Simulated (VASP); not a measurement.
A run of VASP 6.6.1:

File INCAR:

```
SYSTEM = SiC
PREC = Accurate ; ENCUT = 600
EDIFF = 1E-6 ; ISMEAR = 0
SIGMA = 0.03 ; LREAL = .FALSE.
LASPH = .TRUE. ; NELM = 80
ALGO = Normal ; ISIF = 3
LWAVE = .FALSE. ; LCHARG = .FALSE.
GGA = PE ; IVDW = 12
IBRION = 2 ; NSW = 90
EDIFFG = -0.01
```

The input KPOINTS:

```
Automatic mesh
0
G
  12 12 12
  0 0 0
```

POSCAR

```
SiC
1.0
    0.0000000000      2.1192710500      2.1192710500
    2.1192710500      0.0000000000      2.1192710500
    2.1192710500      2.1192710500      0.0000000000
Si C
1 1
Direct
    0.0000000000      0.0000000000      0.0000000000
    0.5000000000      0.5000000000      0.5000000000
```

Potentials or basis: VASP PAW PBE potentials, release 64 (Si, C).

Command:

```bash
$ cat potpaw_PBE.64/Si/POTCAR potpaw_PBE.64/C/POTCAR > POTCAR
$ mpirun -np 1 vasp_std > vasp.out
```

Hardware: 1 thread of Intel(R) Xeon(R) 6975P-C (Granite Rapids) (shared host).

How long does it take, and how much memory?

Run time: 30 s on 1 thread of Intel(R) Xeon(R) 6975P-C (Granite Rapids), with other jobs on the host, peak memory 0.15 GiB. Counts: scf iterations 56, k points 72, ion steps 16.
